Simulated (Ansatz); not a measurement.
# Energy ranking of Cd₃Hg₂Te₅ structures

Computed with DFT PBE, scalar-relativistic, plane waves, PAW in Ansatz 0.2.0. All cells share a 420 eV cutoff and Γ-centred k meshes spaced at most about 0.3 Å⁻¹ (about 0.25 or finer for metals, 2π included). No spin polarisation.

Formation energies are uncorrected and refer to the elements' standard structures at the same level. The references include crystalline Hg.

These are static total energies at zero pressure. Only the structures computed here compete, so a lower one can exist. The k mesh leaves some 4 meV/atom of noise in the energy of each metallic cell. Spin–orbit coupling, which can matter for Hg and Te, is left out. The reference form of Te is held partly by dispersion forces, which this level lacks.

Invented guesses were relaxed alike, and ends that match in structure were merged. ΔE counts from the first row. Coordination counts Te atoms around Cd and Hg (those within 1.25 times the shortest such distance or 1.15 times the sum of covalent radii, 1.27 where that leaves under three). The ends were matched against large subsets of the Crystallography Open Database and the Materials Project, so a missing match doesn't prove that a structure is unreported.

```tsv
#	reached from	type and space group	atoms	Å³/atom	coordination	ΔE (meV/atom)	gap on mesh (eV)	in databases
1	Cd and Hg ordered on zinc blende sites	I-4m2 (No. 119)	10	36.5	Cd 4, Hg 4	0	0.00	no match
2	Cd and Hg ordered on rock salt sites	I4/mmm (No. 139)	10	28.8	Cd 6, Hg 6	168	0.00	no match
3	Cd and Hg ordered on rock salt sites	R-3m (No. 166)	10	28.9	Cd 6, Hg 6	175	0.00	no match
```

The lowest: Space group I-4m2 (No. 119), tetragonal, a = 4.693 Å, c = 33.133 Å. Cd on a site of symmetry 2mm has 4 Te at 2.87 Å; around Cd on a site of symmetry -4m2 lie 4 Te at 2.87 Å; Hg is surrounded by 4 Te at 2.88 Å; around Te on a site of symmetry 2mm lie 2 Cd at 2.87 Å and 2 Hg at 2.88 Å; around Te on a site of symmetry -4m2 lie 4 Hg at 2.88 Å; 1 more site not described. Its energy over the elements is −0.35 eV/atom. It lies below the elements, which doesn't yet make it stable against other compounds or structures. An observed structure of this formula, if there is one, may be missing.

```yaml
crystal:
  lattice:
    - [-2.34658, 2.34658, 16.56626]
    - [2.34658, -2.34658, 16.56626]
    - [2.34658, 2.34658, -16.56626]
  atoms:
    - { symbol: Cd, position: [0.59961, 0.59961, 0.00000] }
    - { symbol: Cd, position: [0.40039, 0.40039, 0.00000] }
    - { symbol: Cd, position: [0.00000, 0.00000, 0.00000] }
    - { symbol: Hg, position: [0.19976, 0.19976, 0.00000] }
    - { symbol: Hg, position: [0.80024, 0.80024, 0.00000] }
    - { symbol: Te, position: [0.14934, 0.64934, 0.50000] }
    - { symbol: Te, position: [0.75000, 0.25000, 0.50000] }
    - { symbol: Te, position: [0.35066, 0.85066, 0.50000] }
    - { symbol: Te, position: [0.95020, 0.45021, 0.50000] }
    - { symbol: Te, position: [0.54980, 0.04979, 0.50000] }
```

The second: Space group I4/mmm (No. 139), tetragonal, a = 4.333 Å, c = 30.718 Å. Cd on a site of symmetry 4mm is surrounded by 6 Te at 3.03–3.08 Å; Cd on a site of symmetry 4/mmm is surrounded by 6 Te at 3.06–3.08 Å; Hg is surrounded by 6 Te at 3.06–3.11 Å; Te on a site of symmetry 4mm has 5 Cd at 3.03–3.06 Å and 1 Hg at 3.11 Å; 2 more sites not described. Counting Te atoms around Cd and Hg, the first has Cd 4, Hg 4 and the second has Cd 6, Hg 6. Cells relaxed within their symmetry can be saddle points.

```cif
data_structure
_symmetry_space_group_name_H-M 'I4/mmm'
_symmetry_Int_Tables_number 139
_cell_length_a 4.3330
_cell_length_b 4.3330
_cell_length_c 30.7179
_cell_angle_alpha 90.000
_cell_angle_beta 90.000
_cell_angle_gamma 90.000
_cell_volume 576.73
loop_
_atom_site_label
_atom_site_type_symbol
_atom_site_symmetry_multiplicity
_atom_site_Wyckoff_symbol
_atom_site_fract_x
_atom_site_fract_y
_atom_site_fract_z
_atom_site_occupancy
Cd1 Cd 4 e 0.50000 0.50000 0.20034 1
Cd2 Cd 2 b 0.50000 0.50000 0.00000 1
Hg1 Hg 4 e 0.50000 0.50000 0.40028 1
Te1 Te 4 e 0.50000 0.50000 0.29899 1
Te2 Te 4 e 0.00000 0.00000 0.39985 1
Te3 Te 2 a 0.00000 0.00000 0.00000 1
```

Some candidate types were left out of the draw beforehand, so a known form may be missing.
